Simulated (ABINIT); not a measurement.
Write the native input for ABINIT 10.8.3 (patched build) that does the following.

- Task: equation of state
- Functional: LDA
- Potentials or basis: JTH PAW PBE v2.0
- Cutoff: 653 eV
- k mesh: 8 × 8 × 8
- Occupations: fermi-dirac, width 0.05 eV
- Spin: no spin polarisation
- Fine-grid cutoff: 1251.72 eV

Crystal: Al2Au.

```xyz
3
Lattice="0.0000 3.0000 3.0000 3.0000 0.0000 3.0000 3.0000 3.0000 0.0000" Properties=species:S:1:pos:R:3 pbc="T T T"
Au    0.0000    0.0000    0.0000
Al    4.5000    4.5000    4.5000
Al    1.5000    1.5000    1.5000
```

The input as run:

run.abi

```
# Datasets: one volume each
ndtset 7
getwfk -1
scalecart1 3*0.9795861087
scalecart2 3*0.9864848297
scalecart3 3*0.9932883884
scalecart4 3*1.0000000000
scalecart5 3*1.0066227096
scalecart6 3*1.0131594038
scalecart7 3*1.0196128224

# Pseudopotentials
pp_dirpath "./"
pseudos "Au.GGA_PBE-JTH.xml, Al.GGA_PBE-JTH.xml"

# Structure
acell 4.2426406871 4.2426406871 4.2426406871 Angstrom
rprim
     0.0000000000     0.7071067812     0.7071067812
     0.7071067812     0.0000000000     0.7071067812
     0.7071067812     0.7071067812     0.0000000000
ntypat 2
znucl 79 13
natom 3
typat 1 2 2
xred
     0.0000000000     0.0000000000     0.0000000000
     0.7500000000     0.7500000000     0.7500000000
     0.2500000000     0.2500000000     0.2500000000

# Plane-wave basis
ecut 24.0
pawecutdg 46.0

# k points
kptopt 1
ngkpt 8 8 8
nshiftk 1
shiftk 0.0 0.0 0.0

# Exchange and correlation
ixc 7

# Bands and occupations
nband 13
occopt 3
tsmear 0.00183747

# SCF cycle
nstep 100
tolvrs 1.0e-9

# Output
iomode 3
prtwf 1
prtden 0
prteig 0
prtebands 0
enunit 1
```

Potentials or basis: JTH PAW PBE v2.0.

Command:

```sh
$ abinit run.abi > log 2>&1
```

It gave:

```
Equilibrium volume                      : 17.67 Å³/atom
Bulk modulus                            : 120 GPa
Pressure derivative of the bulk modulus : 5.0
```

Caveat: pressures at fixed basis lie under the slope of the energies; the PAW data sets were made with another functional, which shifts forces and pressure a little.

Wall time 5.4 min on 1 thread of Arm Neoverse V1, with other jobs on the host, peak memory 0.17 GiB.
